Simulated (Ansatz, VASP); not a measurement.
## One calculation of Ti, two programs

File INCAR:

```
SYSTEM = Ti
PREC = Accurate ; ENCUT = 520
EDIFF = 1E-6 ; ISMEAR = -1
SIGMA = 0.1 ; LREAL = .FALSE.
LASPH = .TRUE. ; NELM = 100
ALGO = Normal ; ISIF = 2
LWAVE = .FALSE. ; LCHARG = .FALSE.
GGA = PS ; NBANDS = 12
```

File KPOINTS:

```
Automatic mesh
0
G
  22 22 22
  0 0 0
```

POSCAR

```
Ti
1.0
    0.0000000000      2.0559679211      2.0559679211
    2.0559679211      0.0000000000      2.0559679211
    2.0559679211      2.0559679211      0.0000000000
Ti
1
Direct
    0.0000000000      0.0000000000      0.0000000000
```

Input for Ansatz:

```yaml
crystal:
  lattice:
    - [0.0, 2.0559679211, 2.0559679211]
    - [2.0559679211, 0.0, 2.0559679211]
    - [2.0559679211, 2.0559679211, 0.0]
  atoms:
    - { symbol: Ti, position: [0.0, 0.0, 0.0] }
hamiltonian:
  xc: pbesol
  pseudopotentials:
    kind: paw
    azcp:
      Ti: "pseudopotentials/Ti.paw.azcp"
basis:
  ecutwfc: 420
  fft_grid_basis: typed
kpoints:
  mp_grid: { grid: [22, 22, 22], shift: [0, 0, 0] }
magnetization:
  spin_polarized: false
scf:
  occupations: { method: fermi_dirac, width: 0.1 }
output:
  stress: true
```

Alike in both runs: task single point; functional PBEsol; k mesh 22 × 22 × 22; occupations fermi-dirac, width 0.1 eV; no spin polarisation.

|  | VASP | Ansatz |
| --- | --- | --- |
| version | VASP 6.6.1 | Ansatz 0.2.0 |
| potentials or method | VASP PAW PBE potentials, release 64 (Ti_sv) | plane waves (420 eV) with PAW, scalar-relativistic |
| plane-wave cutoff (eV) | 520 | 420 |
| valence electrons in the cell | 12 | 12 |

Ansatz gave:

| Property | Result |
| --- | --- |
| pressure (GPa) | -4.1 |

**Question.** Which values does VASP return?

**Answer.** Pressure (GPa): -4.4.

Ansatz warned: «pseudo_functional_mismatch».

Caveats: the PAW data sets were made with another functional, which shifts forces and pressure a little (VASP).
